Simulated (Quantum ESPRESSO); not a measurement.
# TaS2 (P-3m1) in Quantum ESPRESSO: further runs

One crystal, TaS2, is run at these levels: PBE; tasks: band structure.

All numbers are computed with Quantum ESPRESSO 7.5; they aren't measurements. Logs are shortened: lines on timing, memory, paths and dates and some standing lists are left out, and cuts for length are marked.

### Step 1. Starting point

It takes space group P-3m1 (No. 164, trigonal). The conventional cell has a = 3.350 Å, b = 3.350 Å, c = 5.860 Å, α = 90.00°, β = 90.00°, γ = 120.00°. Ta (site symmetry -3m) is surrounded by 6 S at 2.43 Å. S (site symmetry 3m) has 3 Ta at 2.43 Å as nearest neighbours.

### Step 2. Band structure, PBE

Input file pw.in:

```
&CONTROL
  calculation = 'scf'
  prefix = 'pwscf'
  outdir = './tmp'
  pseudo_dir = './pseudo'
  tprnfor = .true.
  tstress = .true.
  disk_io = 'low'
/
&SYSTEM
  ibrav = 0
  nat = 3
  ntyp = 2
  ecutwfc = 58
  nbnd = 19
  occupations = 'smearing'
  smearing = 'fd'
  degauss = 0.00367493
/
&ELECTRONS
  conv_thr = 6d-10
  electron_maxstep = 120
  mixing_beta = 0.5
/
ATOMIC_SPECIES
Ta   180.9479 Ta.upf
S     32.0600 S.upf
CELL_PARAMETERS angstrom
   3.3500000000    0.0000000000    0.0000000000
  -1.6750000000    2.9011851027    0.0000000000
   0.0000000000    0.0000000000    5.8600000000
ATOMIC_POSITIONS crystal
Ta     0.0000000000    0.0000000000    0.0000000000
S      0.6666666667    0.3333333333    0.7500000000
S      0.3333333333    0.6666666667    0.2500000000
K_POINTS automatic
9 9 5 0 0 0
```

Input file bands.in:

```
&CONTROL
  calculation = 'bands'
  prefix = 'pwscf'
  outdir = './tmp'
  pseudo_dir = './pseudo'
  disk_io = 'low'
  verbosity = 'high'
/
&SYSTEM
  ibrav = 0
  nat = 3
  ntyp = 2
  ecutwfc = 58
  nbnd = 19
  occupations = 'smearing'
  smearing = 'fd'
  degauss = 0.00367493
/
&ELECTRONS
  conv_thr = 1d-08
  electron_maxstep = 120
  mixing_beta = 0.5
  diago_full_acc = .true.
/
ATOMIC_SPECIES
Ta   180.9479 Ta.upf
S     32.0600 S.upf
CELL_PARAMETERS angstrom
   3.3500000000    0.0000000000    0.0000000000
  -1.6750000000    2.9011851027    0.0000000000
   0.0000000000    0.0000000000    5.8600000000
ATOMIC_POSITIONS crystal
Ta     0.0000000000    0.0000000000    0.0000000000
S      0.6666666667    0.3333333333    0.7500000000
S      0.3333333333    0.6666666667    0.2500000000
K_POINTS crystal
60
 0.0000000000  0.0000000000  0.0000000000 1
 0.0625000000  0.0000000000  0.0000000000 1
 0.1250000000  0.0000000000  0.0000000000 1
 0.1875000000  0.0000000000  0.0000000000 1
 0.2500000000  0.0000000000  0.0000000000 1
 0.3125000000  0.0000000000  0.0000000000 1
 0.3750000000  0.0000000000  0.0000000000 1
 0.4375000000  0.0000000000  0.0000000000 1
 0.5000000000  0.0000000000  0.0000000000 1
 0.4583333333  0.0833333333  0.0000000000 1
 0.4166666667  0.1666666667  0.0000000000 1
 0.3750000000  0.2500000000  0.0000000000 1
 0.3333333333  0.3333333333  0.0000000000 1
 0.2962962963  0.2962962963  0.0000000000 1
 0.2592592593  0.2592592593  0.0000000000 1
 0.2222222222  0.2222222222  0.0000000000 1
 0.1851851852  0.1851851852  0.0000000000 1
 0.1481481481  0.1481481481  0.0000000000 1
 0.1111111111  0.1111111111  0.0000000000 1
 0.0740740741  0.0740740741  0.0000000000 1
 0.0370370370  0.0370370370  0.0000000000 1
 0.0000000000  0.0000000000  0.0000000000 1
 0.0000000000  0.0000000000  0.1250000000 1
 0.0000000000  0.0000000000  0.2500000000 1
 0.0000000000  0.0000000000  0.3750000000 1
 0.0000000000  0.0000000000  0.5000000000 1
 0.0625000000  0.0000000000  0.5000000000 1
 0.1250000000  0.0000000000  0.5000000000 1
 0.1875000000  0.0000000000  0.5000000000 1
 0.2500000000  0.0000000000  0.5000000000 1
 0.3125000000  0.0000000000  0.5000000000 1
 0.3750000000  0.0000000000  0.5000000000 1
 0.4375000000  0.0000000000  0.5000000000 1
 0.5000000000  0.0000000000  0.5000000000 1
 0.4666666667  0.0666666667  0.5000000000 1
 0.4333333333  0.1333333333  0.5000000000 1
 0.4000000000  0.2000000000  0.5000000000 1
 0.3666666667  0.2666666667  0.5000000000 1
 0.3333333333  0.3333333333  0.5000000000 1
 0.3030303030  0.3030303030  0.5000000000 1
 0.2727272727  0.2727272727  0.5000000000 1
 0.2424242424  0.2424242424  0.5000000000 1
 0.2121212121  0.2121212121  0.5000000000 1
 0.1818181818  0.1818181818  0.5000000000 1
 0.1515151515  0.1515151515  0.5000000000 1
 0.1212121212  0.1212121212  0.5000000000 1
 0.0909090909  0.0909090909  0.5000000000 1
 0.0606060606  0.0606060606  0.5000000000 1
 0.0303030303  0.0303030303  0.5000000000 1
 0.0000000000  0.0000000000  0.5000000000 1
 0.5000000000  0.0000000000  0.5000000000 1
 0.5000000000  0.0000000000  0.3750000000 1
 0.5000000000  0.0000000000  0.2500000000 1
 0.5000000000  0.0000000000  0.1250000000 1
 0.5000000000  0.0000000000  0.0000000000 1
 0.3333333333  0.3333333333  0.0000000000 1
 0.3333333333  0.3333333333  0.1250000000 1
 0.3333333333  0.3333333333  0.2500000000 1
 0.3333333333  0.3333333333  0.3750000000 1
 0.3333333333  0.3333333333  0.5000000000 1
```

Potentials or basis: PseudoDojo 0.4.1 SR PBE standard.

Command:

```sh
> OMP_NUM_THREADS=1 pw.x -in pw.in > pw.out
> OMP_NUM_THREADS=1 pw.x -in bands.in > bands.out
```

pw.out:

```text
This program is part of the open-source Quantum ESPRESSO suite
     for quantum simulation of materials; please cite
[... 9 lines left out ...]
     --------------------
     sticks:   dense  smooth     PW     G-vecs:    dense   smooth      PW
     Sum         649     649    199                22937    22937    3755

     Using Slab Decomposition

     bravais-lattice index     =            0
     lattice parameter (alat)  =       6.3306  a.u.
     unit-cell volume          =     384.3390 (a.u.)^3
     number of atoms/cell      =            3
     number of atomic types    =            2
     number of electrons       =        25.00
     number of Kohn-Sham states=           19
     kinetic-energy cutoff     =      58.0000  Ry
     charge density cutoff     =     232.0000  Ry
     scf convergence threshold =      6.0E-10
     mixing beta               =       0.5000
     number of iterations used =            8  plain     mixing
     Exchange-correlation= PBE
                           (   1   4   3   4   0   0   0)

     celldm(1)=   6.330583  celldm(2)=   0.000000  celldm(3)=   0.000000
     celldm(4)=   0.000000  celldm(5)=   0.000000  celldm(6)=   0.000000

     crystal axes: (cart. coord. in units of alat)
               a(1) = (   1.000000   0.000000   0.000000 )
               a(2) = (  -0.500000   0.866025   0.000000 )
               a(3) = (   0.000000   0.000000   1.749254 )

     reciprocal axes: (cart. coord. in units 2 pi/alat)
               b(1) = (  1.000000  0.577350 -0.000000 )
               b(2) = (  0.000000  1.154701  0.000000 )
               b(3) = (  0.000000 -0.000000  0.571672 )

     PseudoPot. # 1 for Ta read from file:
     Ta.upf
     Pseudo is Norm-conserving + core correction, Zval = 13.0
     Generated using ONCVPSP code by D. R. Hamann
     Using radial grid of 1450 points,  8 beta functions with:
                l(1) =   0
                l(2) =   0
                l(3) =   1
                l(4) =   1
                l(5) =   2
                l(6) =   2
                l(7) =   3
                l(8) =   3

     PseudoPot. # 2 for S  read from file:
     S.upf
     Pseudo is Norm-conserving + core correction, Zval =  6.0
     Generated using ONCVPSP code by D. R. Hamann
     Using radial grid of 1146 points,  6 beta functions with:
                l(1) =   0
                l(2) =   0
                l(3) =   1
                l(4) =   1
                l(5) =   2
                l(6) =   2

     atomic species   valence    mass     pseudopotential
     Ta               13.00   180.94790     Ta( 1.00)
     S                 6.00    32.06000     S ( 1.00)

     12 Sym. Ops., with inversion, found

   Cartesian axes

     site n.     atom                  positions (alat units)
         1        Ta     tau(   1) = (   0.0000000   0.0000000   0.0000000  )
         2        S      tau(   2) = (   0.5000000   0.2886751   1.3119403  )
         3        S      tau(   3) = (  -0.0000000   0.5773503   0.4373134  )

     number of k points=    50  Fermi-Dirac smearing, width (Ry)=  0.0037
                       cart. coord. in units 2pi/alat
        k(    1) = (   0.0000000   0.0000000   0.0000000), wk =   0.0049383
        k(    2) = (   0.0000000   0.0000000   0.1143345), wk =   0.0098765
        k(    3) = (   0.0000000   0.0000000   0.2286689), wk =   0.0098765
        k(    4) = (   0.0000000   0.1283001   0.0000000), wk =   0.0296296
        k(    5) = (   0.0000000   0.1283001   0.1143345), wk =   0.0296296
        k(    6) = (   0.0000000   0.1283001   0.2286689), wk =   0.0296296
[... 42 lines left out ...]
        k(   49) = (  -0.2222222   0.5132002  -0.1143345), wk =   0.0592593
        k(   50) = (  -0.2222222   0.5132002  -0.2286689), wk =   0.0592593

     Dense  grid:    22937 G-vectors     FFT dimensions: (  32,  32,  54)

     Initial potential from superposition of free atoms

     starting charge      24.9990, renormalised to      25.0000
     Starting wfcs are   18 randomized atomic wfcs +    1 random wfcs

[... 57 lines left out ...]
     estimated scf accuracy    <          1.6E-09 Ry

     iteration # 10     ecut=    58.00 Ry     beta= 0.50
     Davidson diagonalization with overlap
     ethr =  6.33E-12,  avg # of iterations =  2.0

     End of self-consistent calculation

          k = 0.0000 0.0000 0.0000 (  2901 PWs)   bands (ev):

   -58.1316 -24.6076 -24.5716 -24.5716  -4.5103  -2.4309   3.6667   6.3809
     6.3809   9.2954   9.8385   9.8385  10.6875  10.6875  10.9399  14.7381
    14.7381  15.8245  16.2155

          k = 0.0000 0.0000 0.1143 (  2889 PWs)   bands (ev):

   -58.1316 -24.6076 -24.5716 -24.5716  -4.4324  -2.5917   4.0079   6.3906
     6.3906   8.4709   9.7902   9.7902  10.6776  10.6776  11.4314  14.8759
    14.8759  15.8329  16.7283

          k = 0.0000 0.0000 0.2287 (  2865 PWs)   bands (ev):

   -58.1316 -24.6077 -24.5716 -24.5716  -4.2774  -2.8711   4.7360   6.4067
     6.4067   7.3142   9.7147   9.7147  10.6612  10.6612  11.8461  15.1122
    15.1122  16.0322  17.5748

          k = 0.0000 0.1283 0.0000 (  2877 PWs)   bands (ev):

   -58.1301 -24.6080 -24.6005 -24.5798  -4.3183  -2.4412   3.8960   6.0869
     6.4812   8.5766   9.1879   9.4065  10.6868  11.3780  11.4030  14.3726
    14.7175  16.7891  16.9963

          k = 0.0000 0.1283 0.1143 (  2888 PWs)   bands (ev):

   -58.1301 -24.6080 -24.6005 -24.5798  -4.2429  -2.5840   4.1909   6.0678
     6.4726   8.4327   8.8275   9.2125  10.7405  11.3782  11.8689  14.5218
    14.6437  16.6421  17.5270

          k = 0.0000 0.1283 0.2287 (  2867 PWs)   bands (ev):

   -58.1301 -24.6080 -24.6006 -24.5798  -4.0872  -2.8459   4.8862   5.8457
     6.4915   7.9208   8.4559   9.1391  10.7852  11.3669  12.3163  14.5730
    14.8688  16.8217  18.0728

          k = 0.0000 0.2566 0.0000 (  2877 PWs)   bands (ev):

   -58.1262 -24.6986 -24.6006 -24.5828  -3.7981  -2.4636   4.5063   5.6635
     6.6620   6.7512   8.5372   9.0553  10.3199  12.0815  12.1177  14.7375
    14.9327  17.6995  18.2414

          k = 0.0000 0.2566 0.1143 (  2875 PWs)   bands (ev):

   -58.1262 -24.6986 -24.6006 -24.5828  -3.7438  -2.5424   4.5285   5.8093
     6.6035   6.6218   8.6186   9.0567  10.1982  12.1649  12.5907  14.4566
    14.6800  17.2648  17.8669
[... 223 lines left out ...]
          k =-0.1111 0.3208-0.2287 (  2865 PWs)   bands (ev):

   -58.1232 -24.7562 -24.6275 -24.5691  -3.1304  -2.7470   4.9164   5.4505
     6.2595   6.9076   7.6443   8.2652  10.8198  11.7431  13.1950  14.4501
    15.1283  17.9373  18.1875

          k =-0.1111 0.4491-0.1143 (  2860 PWs)   bands (ev):

   -58.1195 -24.8322 -24.6538 -24.5523  -2.7532  -2.4586   4.3536   5.5392
     6.2770   6.4979   7.4456   7.6529  10.6863  12.3396  13.4110  14.8523
    16.5096  16.9708  17.7285

          k =-0.1111 0.4491-0.2287 (  2862 PWs)   bands (ev):

   -58.1195 -24.8322 -24.6537 -24.5524  -2.8070  -2.3884   4.2553   5.2246
     6.4136   6.6748   7.6313   7.8733  10.4644  12.3648  13.3919  14.6906
    16.2264  16.8852  17.1756

          k =-0.2222 0.5132-0.1143 (  2862 PWs)   bands (ev):

   -58.1176 -24.8267 -24.7144 -24.5435  -2.5192  -2.2991   4.3864   5.2700
     6.0227   6.6465   6.8194   7.5401  11.4568  12.3050  13.1825  14.5822
    16.0678  16.8955  18.3652

          k =-0.2222 0.5132-0.2287 (  2869 PWs)   bands (ev):

   -58.1176 -24.8267 -24.7144 -24.5436  -2.5716  -2.2419   4.3768   5.1477
     6.1074   6.5908   7.0100   7.6177  11.1592  12.1656  13.1462  14.6654
    16.5999  17.1295  18.0076

     the Fermi energy is    10.6550 ev

!    total energy              =    -174.57346053 Ry
     estimated scf accuracy    <          2.4E-11 Ry
     smearing contrib. (-TS)   =      -0.00109961 Ry
     internal energy E=F+TS    =    -174.57236092 Ry

     The total energy is F=E-TS. E is the sum of the following terms:
     one-electron contribution =     -61.82681706 Ry
     hartree contribution      =      40.39507243 Ry
     xc contribution           =     -42.43623007 Ry
     ewald contribution        =    -110.70438622 Ry

     convergence has been achieved in  10 iterations

     Forces acting on atoms (cartesian axes, Ry/au):

     atom    1 type  1   force =     0.00000000   -0.00000000    0.00000000
     atom    2 type  2   force =     0.00000000    0.00000000   -0.04734273
     atom    3 type  2   force =    -0.00000000   -0.00000000    0.04734273

     Total force =     0.066953     Total SCF correction =     0.000008

     Computing stress (Cartesian axis) and pressure

          total   stress  (Ry/bohr**3)                   (kbar)     P=       90.36
   0.00050616   0.00000000   0.00000000           74.46        0.00        0.00
  -0.00000000   0.00050616   0.00000000           -0.00       74.46        0.00
  -0.00000000  -0.00000000   0.00083047           -0.00       -0.00      122.17

=------------------------------------------------------------------------------=
   JOB DONE.
=------------------------------------------------------------------------------=
```

It took 74 s on 1 thread of Arm Neoverse V1, shared host; peak memory 0.1 GiB.

What came out:

```
Free energy            : -2375.1929 eV
Pressure               : 9.0 GPa
Largest force          : 1.217 eV/Å
Band gap on the k mesh : none (metal or under the smearing width)
```

Forces on the atoms (eV/Å):
```
Ta   0.000  0.000  0.000
S    0.000  0.000 -1.217
S    0.000  0.000  1.217
```

Stress tensor (GPa, compression positive):
```
 7.45  0.00  0.00
 0.00  7.45  0.00
 0.00  0.00 12.22
```

Levels at the corners of the path, in eV from the Fermi level:
| point | band 10 | band 11 | band 12 | band 13 | band 14 | band 15 |
| --- | --- | --- | --- | --- | --- | --- |
| Γ | -1.36 | -0.82 | -0.82 | 0.03 | 0.03 | 0.28 |
| M | -4.12 | -3.47 | -2.28 | -0.81 | 2.46 | 3.01 |
| K | -3.82 | -3.82 | -3.20 | 1.17 | 2.14 | 2.14 |
| Γ | -1.36 | -0.82 | -0.82 | 0.03 | 0.03 | 0.28 |
| A | -3.57 | -0.95 | -0.95 | 0.00 | 0.00 | 1.24 |
| L | -4.25 | -2.26 | -2.01 | -1.24 | 2.45 | 3.00 |
| H | -3.79 | -3.56 | -3.56 | 1.26 | 1.47 | 1.47 |
| A | -3.57 | -0.95 | -0.95 | 0.00 | 0.00 | 1.24 |
| L | -4.25 | -2.26 | -2.01 | -1.24 | 2.45 | 3.00 |
| M | -4.12 | -3.47 | -2.28 | -0.81 | 2.46 | 3.01 |
| K | -3.82 | -3.82 | -3.20 | 1.17 | 2.14 | 2.14 |
| H | -3.79 | -3.56 | -3.56 | 1.26 | 1.47 | 1.47 |

Caveat: spin-orbit coupling is left out, which moves the levels of the heavy elements; this functional lacks dispersion, which binds the layers, so the pressure and a relaxed spacing across them are unreliable; forces of over 1 eV/Å show positions far from the minimum, so gaps and moduli don't describe the material at rest.

### Step 3. Band structure, PBE, spin-orbit coupling, no magnetisation

Input file pw.in:

```
&CONTROL
  calculation = 'scf'
  prefix = 'pwscf'
  outdir = './tmp'
  pseudo_dir = './pseudo'
  tprnfor = .true.
  tstress = .true.
  disk_io = 'low'
/
&SYSTEM
  ibrav = 0
  nat = 3
  ntyp = 2
  ecutwfc = 58
  nbnd = 38
  occupations = 'smearing'
  smearing = 'fd'
  degauss = 0.00367493
  noncolin = .true.
  lspinorb = .true.
/
&ELECTRONS
  conv_thr = 6d-10
  electron_maxstep = 120
  mixing_beta = 0.5
/
ATOMIC_SPECIES
Ta   180.9479 Ta.upf
S     32.0600 S.upf
CELL_PARAMETERS bohr
   6.3305825175    0.0000000000    0.0000000000
  -3.1652912587    5.4824452809    0.0000000000
   0.0000000000    0.0000000000   11.0737950903
ATOMIC_POSITIONS bohr
Ta     0.0000000000    0.0000000000    0.0000000000
S      3.1652912591    1.8274817601    8.3053463177
S     -0.0000000003    3.6549635208    2.7684487726
K_POINTS automatic
9 9 5 0 0 0
```

Input file pp_density.in:

```
&INPUTPP
  prefix = 'pwscf'
  outdir = './tmp'
  filplot = 'density.dat'
  plot_num = 0
/
&PLOT
  nfile = 1
  filepp(1) = 'density.dat'
  iflag = 3
  output_format = 6
  fileout = 'density.cube'
/
```

Input file pp_potential.in:

```
&INPUTPP
  prefix = 'pwscf'
  outdir = './tmp'
  filplot = 'potential.dat'
  plot_num = 11
/
&PLOT
  nfile = 1
  filepp(1) = 'potential.dat'
  iflag = 3
  output_format = 6
  fileout = 'potential.cube'
/
```

bands.in: that of step 2 with these lines changed.

```diff
@@ -13,3 +13,3 @@
   ecutwfc = 58
-  nbnd = 19
+  nbnd = 38
   occupations = 'smearing'
@@ -17,2 +17,4 @@
   degauss = 0.00367493
+  noncolin = .true.
+  lspinorb = .true.
 /
@@ -27,10 +29,10 @@
 S     32.0600 S.upf
-CELL_PARAMETERS angstrom
-   3.3500000000    0.0000000000    0.0000000000
-  -1.6750000000    2.9011851027    0.0000000000
-   0.0000000000    0.0000000000    5.8600000000
-ATOMIC_POSITIONS crystal
+CELL_PARAMETERS bohr
+   6.3305825175    0.0000000000    0.0000000000
+  -3.1652912587    5.4824452809    0.0000000000
+   0.0000000000    0.0000000000   11.0737950903
+ATOMIC_POSITIONS bohr
 Ta     0.0000000000    0.0000000000    0.0000000000
-S      0.6666666667    0.3333333333    0.7500000000
-S      0.3333333333    0.6666666667    0.2500000000
+S      3.1652912591    1.8274817601    8.3053463177
+S     -0.0000000003    3.6549635208    2.7684487726
 K_POINTS crystal
```

Potentials or basis: PseudoDojo 0.4 FR PBE standard.

Command:

```sh
> OMP_NUM_THREADS=1 pw.x -in pw.in > pw.out
> OMP_NUM_THREADS=1 pp.x -in pp_density.in > pp_density.out
> OMP_NUM_THREADS=1 pp.x -in pp_potential.in > pp_potential.out
> OMP_NUM_THREADS=1 pw.x -in bands.in > bands.out
```

Wall time 6.8 min (1 thread of Arm Neoverse V1, shared host); peak memory 0.26 GiB.

Results (log left out):

* Free energy: -2378.6920 eV
* Pressure: 9.1 GPa
* Largest force: 1.222 eV/Å
* Band gap on the k mesh: none (metal or under the smearing width)

Forces in eV/Å, atoms in the order of the input:
```
Ta   0.000  0.000  0.000
S    0.000  0.000 -1.222
S    0.000  0.000  1.222
```

Stress tensor (GPa, compression positive):
```
 7.50  0.00  0.00
 0.00  7.50  0.00
 0.00  0.00 12.29
```

Levels at the corners of the path, in eV from the Fermi level:
| point | band 21 | band 22 | band 23 | band 24 | band 25 | band 26 | band 27 | band 28 |
| --- | --- | --- | --- | --- | --- | --- | --- | --- |
| Γ | -0.88 | -0.88 | -0.74 | -0.74 | -0.07 | -0.07 | 0.05 | 0.05 |
| M | -3.48 | -3.48 | -2.27 | -2.27 | -0.80 | -0.80 | 2.42 | 2.42 |
| K | -3.78 | -3.78 | -3.17 | -3.17 | 1.16 | 1.16 | 2.00 | 2.00 |
| Γ | -0.88 | -0.88 | -0.74 | -0.74 | -0.07 | -0.07 | 0.05 | 0.05 |
| A | -1.02 | -1.02 | -0.88 | -0.88 | -0.01 | -0.01 | 0.02 | 0.02 |
| L | -2.33 | -2.33 | -1.94 | -1.94 | -1.23 | -1.23 | 2.42 | 2.42 |
| H | -3.56 | -3.56 | -3.55 | -3.55 | 1.22 | 1.22 | 1.36 | 1.36 |
| A | -1.02 | -1.02 | -0.88 | -0.88 | -0.01 | -0.01 | 0.02 | 0.02 |
| L | -2.33 | -2.33 | -1.94 | -1.94 | -1.23 | -1.23 | 2.42 | 2.42 |
| M | -3.48 | -3.48 | -2.27 | -2.27 | -0.80 | -0.80 | 2.42 | 2.42 |
| K | -3.78 | -3.78 | -3.17 | -3.17 | 1.16 | 1.16 | 2.00 | 2.00 |
| H | -3.56 | -3.56 | -3.55 | -3.55 | 1.22 | 1.22 | 1.36 | 1.36 |

Caveat: this functional lacks dispersion, which binds the layers, so the pressure and a relaxed spacing across them are unreliable; forces of over 1 eV/Å show positions far from the minimum, so gaps and moduli don't describe the material at rest.
